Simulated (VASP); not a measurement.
Here is a VASP 6.6.1 calculation.

File INCAR:

```
PREC = Accurate
ENCUT = 520
EDIFF = 1E-6
ISMEAR = 1
SIGMA = 0.1
LREAL = F
LASPH = T
NELM = 80
ALGO = Normal
ISIF = 2
LWAVE = F
LCHARG = F
LDIPOL = T
IDIPOL = 3
DIPOL = 0.5 0.5 0.500
GGA = PS
IBRION = 2
NSW = 80
EDIFFG = -0.02
KPAR = 4
```

Contents of KPOINTS:

```
Automatic mesh
0
Gamma
  14 10 1
```

Contents of POSCAR:

```
Pt
1.0
    2.7689424700      0.0000000000      0.0000000000
    0.0000000000      3.9158760000      0.0000000000
    0.0000000000      0.0000000000     27.4602411300
Pt
10
Direct
    0.5000000000      0.5000000000      0.2731221500
    0.0000000000      0.0000000000      0.3235394500
    0.5000000000      0.5000000000      0.3739567500
    0.0000000000      0.0000000000      0.4243740500
    0.5000000000      0.5000000000      0.4747913500
    0.0000000000      0.0000000000      0.5252086500
    0.5000000000      0.5000000000      0.5756259500
    0.0000000000      0.0000000000      0.6260432500
    0.5000000000      0.5000000000      0.6764605500
    0.0000000000      0.0000000000      0.7268778500
```

Potentials or basis: VASP PAW PBE potentials, release 64 (Pt).

The run is started by

```bash
$ cat potpaw_PBE.64/Pt/POTCAR > POTCAR
$ mpirun -np 4 vasp_std > vasp.out
```

Problem. What does it give for the band gap on the k mesh?

Solution. None (metal or under the smearing width).

Problem. What does it give for the energy gained by relaxing?

Solution. 21.9 meV/atom.

Final structure:
```
Pt
1.0
     2.76894    0.00000    0.00000
     0.00000    3.91588    0.00000
     0.00000    0.00000   27.46024
Pt
10
Direct
  0.50000 0.50000 0.27839
  0.00000 0.00000 0.32082
  0.50000 0.50000 0.37522
  0.00000 0.00000 0.42481
  0.50000 0.50000 0.47449
  0.00000 0.00000 0.52551
  0.50000 0.50000 0.57519
  0.00000 0.00000 0.62478
  0.50000 0.50000 0.67918
  0.00000 0.00000 0.72161
```

 Spin-orbit coupling is left out, which matters for the levels of Pt.
